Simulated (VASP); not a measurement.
**RbBr: single point with PBEsol**

Crystal: RbBr.

```
Rb Br
1.0
     0.00000    3.47408    3.47408
     3.47408    0.00000    3.47408
     3.47408    3.47408    0.00000
Rb Br
1 1
Direct
  0.00000 0.00000 0.00000
  0.50000 0.50000 0.50000
```

The cell was built by a generator and isn't the measured one.

- Program: VASP 6.6.1
- Task: single point
- Functional: PBEsol
- Potentials or basis: VASP PAW PBE potentials, release 64 (Rb_sv, Br)
- Cutoff: 520 eV
- k mesh: 4 × 4 × 4
- Occupations: gaussian, width 0.05 eV
- Spin: no spin polarisation
- Dipole correction: no
- Further INCAR settings: ALGO = Normal; EDIFF = 1e-07; NBANDS = 15

```json
{
 "Pressure": "-0.5 GPa",
 "Band gap on the k mesh": "4.12 eV, direct"
}
```

Levels at points of the mesh, in eV from the valence-band top:
| k point | band 4 | band 5 | band 6 | band 7 | band 8 | band 9 | band 10 | band 11 | band 12 | band 13 |
| --- | --- | --- | --- | --- | --- | --- | --- | --- | --- | --- |
| (0.00, 0.00, 0.00) | -8.53 | -8.53 | 0.00 | 0.00 | 0.00 | 4.12 | 7.19 | 7.19 | 7.19 | 8.05 |
| (0.50, 0.00, 0.00) | -8.53 | -8.49 | -0.95 | -0.33 | -0.33 | 6.57 | 7.47 | 9.32 | 9.32 | 9.94 |
| (0.50, 0.50, 0.00) | -8.59 | -8.59 | -0.47 | -0.16 | -0.16 | 5.54 | 6.87 | 8.85 | 9.07 | 9.21 |

Run time: 16 s on 1 thread of Intel(R) Xeon(R) Platinum 8488C (Sapphire Rapids) (shared host), peak memory 0.22 GiB.

Caveat: the PAW data sets were made with another functional, which shifts forces and pressure a little. As with any semilocal functional, this PBEsol gap is likely too small.
